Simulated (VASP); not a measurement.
Ru:

```xyz
2
Lattice="2.7058 0.0000 0.0000 -1.3529 2.3433 0.0000 0.0000 0.0000 4.2819" Properties=species:S:1:pos:R:3 pbc="T T T"
Ru    1.3529    0.7811    3.2114
Ru    0.0000    1.5622    1.0705
```

```yaml
Program: VASP 6.6.1
Task: relaxation of cell and atoms
Functional: SCAN
Dispersion: D3
Potentials_or_basis: VASP PAW PBE potentials, release 64 (Ru_pv)
Cutoff: 600 eV
k_mesh: 11 × 11 × 6
Occupations: fermi-dirac, width 0.05 eV
Spin: no spin polarisation
```

At the start: pressure -6.7 GPa; volume 13.57 Å³/atom.

Problem. Where does the relaxation end?

Solution. Over 9 steps the energy falls by 6.8 meV/atom and the volume is 13.31 Å³/atom (-1.9 %); space group P6_3/mmc (No. 194, to 0.05 Å).

Step by step:
| step | energy change (eV) | largest force (eV/Å) | pressure (GPa) | volume (Å³) |
| --- | --- | --- | --- | --- |
| 1 | 0.0000 | 0.0000 | -6.72 | 27.15 |
| 2 | 0.1111 | 0.0000 | 26.70 | 24.97 |
| 3 | -0.0136 | 0.0000 | 0.49 | 26.59 |
| 4 | -0.0135 | 0.0000 | 0.02 | 26.62 |
| 5 | -0.0135 | 0.0000 | 0.16 | 26.61 |
| 6 | -0.0134 | 0.0000 | -0.40 | 26.66 |
| 7 | -0.0135 | 0.0000 | -0.10 | 26.63 |
| 8 | -0.0135 | 0.0000 | 0.14 | 26.61 |
| 9 | -0.0135 | 0.0000 | 0.00 | 26.62 |

Final structure:
```yaml
crystal:
  lattice:
    - [2.69100, 0.00000, 0.00000]
    - [-1.34550, 2.33047, 0.00000]
    - [0.00000, 0.00000, 4.24543]
  atoms:
    - { symbol: Ru, position: [0.66667, 0.33333, 0.75000] }
    - { symbol: Ru, position: [0.33333, 0.66667, 0.25000] }
```

Caveat: the PAW data sets were made with another functional, which shifts forces and pressure a little; pairwise dispersion overbinds metals, which lowers pressure and volume.
